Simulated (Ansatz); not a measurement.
# ZnSe: stress in a strained cell

ZnSe is deformed so: zz strain of +1 %. What stress and forces result, by LAPW, PAW and all-electron datasets made for the crystal?

Method: DFT LDA, scalar-relativistic, in Ansatz 0.2.0.

2 further runs of the same task are left out: 2 set aside as unsound or not needed.

**1. The structure to begin with**

It takes space group F-43m (No. 216, cubic). The conventional cell has a = 5.668 Å, b = 5.668 Å, c = 5.668 Å, α = 90.00°, β = 90.00°, γ = 90.00°. Zn (site symmetry -43m) has 4 Se at 2.45 Å as nearest neighbours. Around Se (site symmetry -43m) lie 4 Zn at 2.45 Å.

Coordinates:

```cif
data_structure
_symmetry_space_group_name_H-M 'F-43m'
_symmetry_Int_Tables_number 216
_cell_length_a 5.6676
_cell_length_b 5.6676
_cell_length_c 5.6676
_cell_angle_alpha 90.000
_cell_angle_beta 90.000
_cell_angle_gamma 90.000
_cell_volume 182.05
loop_
_atom_site_label
_atom_site_type_symbol
_atom_site_symmetry_multiplicity
_atom_site_Wyckoff_symbol
_atom_site_fract_x
_atom_site_fract_y
_atom_site_fract_z
_atom_site_occupancy
Zn1 Zn 4 a 0.00000 0.00000 0.00000 1
Se1 Se 4 c 0.25000 0.25000 0.25000 1
```

The file gives the conventional cell by its symmetry; the runs use the cell typed in the input.

Atoms are numbered in the order of the input: Zn1, Se2.

**2. After the deformation**

Space group F-43m before, I-4m2 after.

**3. Full-potential LAPW**

input.yaml reads:

```yaml
crystal:
  lattice:
    - [0.0, 2.8338, 2.862138]
    - [2.8338, 0.0, 2.862138]
    - [2.8338, 2.8338, 0.0]
  atoms:
    - { symbol: Zn, position: [0.0, 0.0, 0.0] }
    - { symbol: Se, position: [0.75, 0.75, 0.75] }
kpoints:
  mp_grid: { grid: [8, 8, 8] }
  band_path:
    path:
      - [0.0, 0.0, 0.0]
      - [0.5, 0.0, 0.5]
      - [0.75, 0.25, 0.5]
      - [0.5, 0.5, 0.5]
      - [0.0, 0.0, 0.0]
      - [0.5, 0.5, 0.0]
      - [0.6274629938, 0.6274629938, 0.2549259876]
      - [0.3725370062, 0.3725370062, 0.7450740124]
      - [0.0, 0.0, 0.0]
    npoints: 5
scf:
  occupations: { method: fermi_dirac, width: 0.03 }
hamiltonian:
  xc: lda
  pseudopotentials: { kind: all_electron, lapw: { basis_error: 0.001 } }
output:
  forces: true
  stress: true
  eigenvalues: true
```

Launch:

```bash
ansatz run input.yaml --threads 1 --pin off --max-ram 3072MiB --backend cpu --events-out ev --progress --plain --runs-dir out
```

**4. PAW on the default files**

input.yaml reads:

```yaml
crystal:
  lattice:
    - [0.0, 2.8338, 2.862138]
    - [2.8338, 0.0, 2.862138]
    - [2.8338, 2.8338, 0.0]
  atoms:
    - { symbol: Zn, position: [0.0, 0.0, 0.0] }
    - { symbol: Se, position: [0.75, 0.75, 0.75] }
kpoints:
  mp_grid: { grid: [8, 8, 8] }
scf:
  occupations: { method: fermi_dirac, width: 0.03 }
hamiltonian:
  xc: lda
  pseudopotentials: { kind: paw }
output:
  forces: true
  stress: true
  eigenvalues: true
  efg: { contact_densities: true }
```

**5. All-electron PAW on datasets made for the crystal**

input.yaml, as its differences from that of step 4:

```diff
@@ -14,3 +14,3 @@
   xc: lda
-  pseudopotentials: { kind: paw }
+  pseudopotentials: { kind: all_electron, datasets: crystal }
 output:
```

(Steps that only read results are left out.)

Before running it: what results should come out? Wanted: pressure; largest shear or deviatoric stress.

As calculated:

| quantity | value |
| --- | --- |
| pressure | LAPW -3.92, PAW -3.94, crystal datasets -3.92 GPa |
| largest shear or deviatoric stress (LAPW) | 0.27 GPa |

In words: Against the undeformed cell the largest change of stress is -0.81 GPa, in the zz component, with the atoms carried along and not relaxed. PAW: stress within 0.02 GPa of LAPW. Crystal datasets: stress within 0.01 GPa of LAPW.
